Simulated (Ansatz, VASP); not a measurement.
## PbO2 in VASP and in Ansatz

Contents of INCAR:

```
PREC = Accurate ; ENCUT = 520
EDIFF = 1E-6 ; ISMEAR = -1
SIGMA = 0.04 ; LREAL = F
LASPH = T ; NELM = 60
ALGO = Normal ; ISIF = 2
LWAVE = F ; LCHARG = F
GGA = PE ; NBANDS = 20
```

Contents of KPOINTS:

```
regular mesh
0
Gamma
  4 4 4
```

POSCAR

```
PbO2
1.0
    0.0000000000      2.7019920000      2.7019920000
    2.7019920000      0.0000000000      2.7019920000
    2.7019920000      2.7019920000      0.0000000000
Pb O
1 2
Direct
    0.0000000000      0.0000000000      0.0000000000
    0.7500000000      0.7500000000      0.7500000000
    0.2500000000      0.2500000000      0.2500000000
```

File input.yaml:

```yaml
crystal:
  lattice:
    - [0.0, 2.701992, 2.701992]
    - [2.701992, 0.0, 2.701992]
    - [2.701992, 2.701992, 0.0]
  atoms:
    - { symbol: Pb, position: [0.0, 0.0, 0.0] }
    - { symbol: O, position: [0.75, 0.75, 0.75] }
    - { symbol: O, position: [0.25, 0.25, 0.25] }
kpoints:
  mp_grid: { grid: [4, 4, 4] }
scf:
  occupations: { method: fermi_dirac, width: 0.04 }
hamiltonian:
  xc: pbe
  pseudopotentials: { kind: all_electron, lapw: { basis_error: 0.002 } }
output:
  forces: true
  stress: true
  eigenvalues: true
```

The cell comes from a database or a generator and needn't be the stable form of this composition.

Alike in both runs: task single point; functional PBE; k mesh 4 × 4 × 4; occupations fermi-dirac, width 0.04 eV; no spin polarisation.

```csv
,VASP,Ansatz
version,VASP 6.6.1,Ansatz 0.2.0
potentials or method,"VASP PAW PBE potentials, release 64 (Pb_d, O)","all-electron LAPW, scalar-relativistic"
plane-wave cutoff (eV),520,see its input
```

|  | VASP | Ansatz | Ansatz less VASP |
| --- | --- | --- | --- |
| gap on the k mesh at the Fermi level (eV) | none | none | - |
| pressure (GPa) | 0.2 | 0.1 | -0.17 |

A gap of «none» marks a metal or a gap that the smearing closes. Ansatz ran all-electron here, so the differences hold the error of VASP's frozen core and of both bases.

Caveats: the k mesh is coarse (spacing up to 0.50 Å⁻¹), so the values aren't converged. The runs have no spin-orbit coupling, so splittings on Pb are missing.
